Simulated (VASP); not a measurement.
# Settings for Si: projections on local functions

Si, Fd-3m (no. 227), 2 atoms in the cell. LDA, projections on local functions; PAW potentials Si (LDA set). VASP 6.6.1.

Wanted: filling of the local functions (per spin) within 0.005.

POSCAR:
```
Si
1.0
    0.0000000000      2.7218511865      2.7218511865
    2.7218511865      0.0000000000      2.7218511865
    2.7218511865      2.7218511865      0.0000000000
Si
2
Direct
    0.5000000000      0.5000000000      0.5000000000
    0.7500000000      0.7500000000      0.7500000000
```

The series start from Cutoff ENCUT (eV): 500; k mesh: 6 × 6 × 6. Each series keeps the choices made before it, and each single choice may use up half of a tolerance. Times cover all steps of a run.

## Cutoff ENCUT (eV)

| Cutoff ENCUT (eV) | Filling of the local functions (per spin), largest deviation | Time (s) |
|---|---|---|
| 250 | 0.0185 | 3.5 |
| 300 | 0.0140 | 4.5 |
| 350 | 0.0103 | 4.6 |
| 400 | 0.0074 | 6.1 |
| 500 | 0.0037 | 6.1 |
| 600 | 0.0017 | 6.5 |
| 750 (reference) | 0.0000 | 9.4 |

Chosen: 600, the loosest value from which every tighter one stays within half of the tolerance.

## k mesh

| k mesh | Filling of the local functions (per spin), largest deviation | Time (s) |
|---|---|---|
| 3 × 3 × 3 | 0.0175 | 4.5 |
| 4 × 4 × 4 | 0.0071 | 4.8 |
| 5 × 5 × 5 | 0.0031 | 6.4 |
| 6 × 6 × 6 | 0.0014 | 6.5 |
| 8 × 8 × 8 | 0.0002 | 11 |
| 10 × 10 × 10 (reference) | 0.0000 | 15 |

Chosen: 6 × 6 × 6.

## All choices together

| Input | Filling of the local functions (per spin), largest deviation | Time (s) |
|---|---|---|
| program defaults, k points 0.5 per Å apart (naive) | 0.0233 | 2.7 |
| chosen settings | 0.0025 | 6.5 |
| reference settings throughout | 0.0000 | 20 |

The tolerance is met.

## The input

INCAR.step1:
```
SYSTEM = Si
ALGO = Normal
EDIFF = 1E-6
ENCUT = 600
GGA = CA
ISMEAR = 0
KPAR = 2
LASPH = .True.
LCHARG = .False.
LREAL = .False.
LWAVE = .True.
NBANDS = 15
NELM = 120
PREC = Accurate
SIGMA = 0.02
```

INCAR.step2:
```
SYSTEM = Si
ALGO = None
EDIFF = 1E-6
ENCUT = 600
GGA = CA
ISMEAR = 0
ISTART = 1
LASPH = .True.
LCHARG = .False.
LOCPROJ = "1 2 : s : Pr
1 2 : p : Pr"
LREAL = .False.
LWAVE = .False.
NBANDS = 15
NELM = 1
PREC = Accurate
SIGMA = 0.02
```

INCAR.step3:
```
SYSTEM = Si
ALGO = None
EDIFF = 1E-6
ENCUT = 600
GGA = CA
ISMEAR = 0
ISTART = 1
LASPH = .True.
LCHARG = .False.
LOCPROJ = "1 2 : s : Hy 1 2.0
1 2 : p : Hy 1 2.0"
LREAL = .False.
LWAVE = .False.
NBANDS = 15
NELM = 1
PREC = Accurate
SIGMA = 0.02
```

KPOINTS:
```
Automatic mesh
0
Gamma
  6 6 6
  0 0 0
```

Commands (each step's output is kept before the next begins):
```
cat potpaw_LDA.64/Si/POTCAR > POTCAR
cp INCAR.step1 INCAR
mpirun -np 2 vasp_std > vasp.out
cp INCAR.step2 INCAR
mpirun -np 1 vasp_std > vasp.out
cp INCAR.step3 INCAR
mpirun -np 1 vasp_std > vasp.out
```

Limits: the functions aren't orthogonal, so the fillings don't add up to the electrons.

The chosen input took VASP 6.6.1 6.5 s on 2 cores (Intel Xeon 6975P-C (Granite Rapids)), a shared host.

## An input that fails: site index beyond the cell

VASP's message: LPRJ_READER: ERROR: site index of function: 1 out of range: 99.

Changes against the starting input:
```
(step 2)
- LOCPROJ = "1 2 : s : Pr
1 2 : p : Pr"
+ LOCPROJ = 99 : s : Hy
```
